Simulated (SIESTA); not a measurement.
# BaTe in SIESTA: convergence with EnergyShift

Input of the first run (EnergyShift 0.05); the others differ in this setting and in those tied to it:

File run.py:

```python
from ase import Atoms
from ase.calculators.siesta import Siesta
from ase.units import Ry, GPa

atoms = Atoms(
    ['Te', 'Ba', 'Te', 'Ba', 'Te', 'Ba'],
    cell=[
        [4.8224682477, -0.0, -0.0],
        [-2.4112341238, 4.1763800114, 0.0],
        [0.0, 0.0, 24.8438220897],
    ],
    scaled_positions=[
        [0.3333333333, 0.6666666667, 0.3018859165],
        [0.6666666667, 0.3333333333, 0.3811315499],
        [0.0, 0.0, 0.4603771833],
        [0.3333333333, 0.6666666667, 0.5396228167],
        [0.6666666667, 0.3333333333, 0.6188684501],
        [0.0, 0.0, 0.6981140835],
    ],
    pbc=True,
)

fdf = {
    'SCFMustConverge': False,
    'OccupationFunction': 'FD',
    'ElectronicTemperature': '0.05 eV',
    'Slab.DipoleCorrection': 'vacuum',
    'MaxSCFIterations': '120',
    'SCF.Mixer.Method': 'Pulay',
    'SCF.Mixer.Weight': '0.25',
    'SCF.Mixer.History': '8',
    'SCF.DM.Tolerance': '5.0e-05',
    'SCF.H.Tolerance': '1.0e-03 eV',
    'WriteForces': 'true',
    'Charge.Mulliken': 'end',
    'PAO.Basis': ['Te.1 4', 'n=5 0 2', '  4.147 0.000', 'n=5 1 2', '  5.037 0.000', 'n=4 2 2', '  2.447 0.000', 'n=5 2 1', '  5.037', 'Ba.2 5', 'n=5 0 2', '  3.394 0.000', 'n=6 0 2', '  7.430 0.000', 'n=5 1 2', '  3.905 0.000', 'n=6 1 1', '  7.430', 'n=5 2 1', '  7.000'],
}
calc = Siesta(
    label="BaTe",
    command="siesta < PREFIX.fdf > PREFIX.out",
    pseudo_path="pseudos",
    pseudo_qualifier="",
    xc=('VDW', 'BH'),
    basis_set="DZP",
    mesh_cutoff=500 * Ry,
    energy_shift=0.05 * Ry,
    kpts=[5, 5, 1],
    spin="non-polarized",
    fdf_arguments=fdf,
)
atoms.calc = calc

print(f"energy = {atoms.get_potential_energy():.6f} eV")
free = atoms.get_potential_energy(force_consistent=True)
print(f"free energy = {free:.6f} eV")
print("forces (eV/A):")
print(atoms.get_forces(apply_constraint=False).round(6))
print("stress (GPa, Voigt order, tension positive):", (atoms.get_stress() / GPa).round(4))
```

Potentials or basis: PseudoDojo 0.4 standard (PBE files), DZP (energy shift 0.05 Ry; two zetas on semicore shells; d shell added on Ba).

Command:

```console
$ python run.py
```

Hardware: 1 thread of Arm Neoverse V1, on a shared host.

| EnergyShift | energy less the tightest run, at zero smearing (meV/atom) | largest force (eV/Å) | SCF cycles | CPU time (s) | peak memory (GiB) |
| --- | --- | --- | --- | --- | --- |
| 0.05 | 2638.01 | 1.464 | 22 | 290 | 0.74 |
| 0.03 | 854.68 | 0.898 | 25 | 350 | 0.77 |
| 0.02 | 0.00 | 0.724 | 28 | 400 | 0.8 |

Not settled before the last step: the energy (to 1 meV/atom), the largest force (to 0.005 eV/Å). The tightest run that finished is the yardstick and may itself not be fully converged.

Caveat, for the tightest run too: this set's barium file shifts pressures by up to 1 GPa against other sets; the potentials were made for another functional, which shifts forces and pressure; the basis of atomic orbitals isn't converged, which shifts pressures, moduli and gaps. The run has no spin-orbit coupling, so splittings on Ba, Te are missing.
